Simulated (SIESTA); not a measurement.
Runs of SIESTA 5.4.2 on Ni. It takes space group Im-3m (No. 229, cubic). Conventional cell: a = 2.767 Å, b = 2.767 Å, c = 2.767 Å, α = 90.00°, β = 90.00°, γ = 90.00°. Ni (site symmetry m-3m) is surrounded by 8 Ni at 2.40 Å. This isn't the form of Ni at room conditions, which is fcc.

```tsv
task	level	potentials or basis	cell	gap on the mesh (eV)	pressure (GPa)	moment (μB)	V0 of scaled cells (Å³/atom)	B0 (GPa)
band structure	PBEsol	PseudoDojo 0.4 standard (PBEsol files), DZP (energy shift 0.003 Ry; two zetas on semicore shells)	as given	none	-3.4	0.61	-	-
equation of state	PBEsol	PseudoDojo 0.4 standard (PBEsol files), DZP (energy shift 0.003 Ry; two zetas on semicore shells)	as given	-	-	-	10.42	220
single point	PBEsol	PseudoDojo 0.4 standard (PBEsol files), DZP (energy shift 0.003 Ry; two zetas on semicore shells)	cell strained at random at fixed volume	none	-3.5	0.60	-	-
equation of state	LDA	PseudoDojo 0.4 standard (LDA files), DZP (energy shift 0.003 Ry; two zetas on semicore shells)	as given	-	-	-	10.04	(a)
single point	PBEsol	PseudoDojo 0.4 standard (PBEsol files), DZP (energy shift 0.003 Ry; two zetas on semicore shells)	as given	none	-3.4	0.61	-	-
```

Alike in all rows: spin collinear, ferromagnetic start; k mesh 13 × 13 × 13; smearing fermi-dirac 0.05 eV; grid cutoff 800 Ry; energy shift 0.003 Ry.

Fill in the values left out.

(a) 239.

Caveats: short orbitals over semicore shells can move pressures by several GPa; the basis of atomic orbitals isn't converged, which shifts pressures, moduli and gaps; the fit is doubtful: noisy points or a state that changes with volume (some runs).

A gap of «none» marks a metal or a gap under the smearing width.
